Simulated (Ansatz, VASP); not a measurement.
**MgO: VASP beside Ansatz**

```
CELL_PARAMETERS angstrom
3.03079 0.00000 0.00000
-1.51540 2.62474 0.00000
0.00000 0.00000 5.93530
ATOMIC_POSITIONS crystal
Mg 0.33333 0.66667 0.00216
Mg 0.66667 0.33333 0.50216
O 0.33333 0.66667 0.40244
O 0.66667 0.33333 0.90244
```

Alike in both runs: task single point; functional PBE; k mesh 9 × 9 × 6; occupations gaussian, width 0.05 eV; no spin polarisation.

```csv
,VASP,Ansatz
version,VASP 6.6.1,Ansatz 0.2.0
potentials or method,"VASP PAW PBE potentials, release 64 (Mg, O)","scalar-relativistic, plane waves, PAW"
plane-wave cutoff (eV),520,420
valence electrons in the cell,16,32
```

|  | VASP | Ansatz | Ansatz less VASP |
| --- | --- | --- | --- |
| gap on the k mesh at the Fermi level (eV) | 3.33 | 3.36 | +0.022 |
| least direct gap on the mesh (eV) | 3.33 | 3.36 | +0.022 |
| pressure (GPa) | 17.0 | 17.1 | +0.07 |
| largest component of the traceless stress (GPa) | 31.22 | 30.71 | -0.518 |
| rms of the force components (eV/Å) | 0.782 | 0.770 | -0.0120 |

Atom by atom the forces differ by 0.012 eV/Å (rms over components). With one functional, cell and mesh, what is left measures potentials, basis and numerics. The two sets of potentials don't hold the same shells in valence.

Caveats: so large a pressure means that the cell lies far from this level's equilibrium, or that cutoff or potentials fall short (VASP); an odd mesh through Γ misses points on the zone boundary, where band edges often lie; forces of over 1 eV/Å show positions far from the minimum, so gaps and moduli don't describe the material at rest.
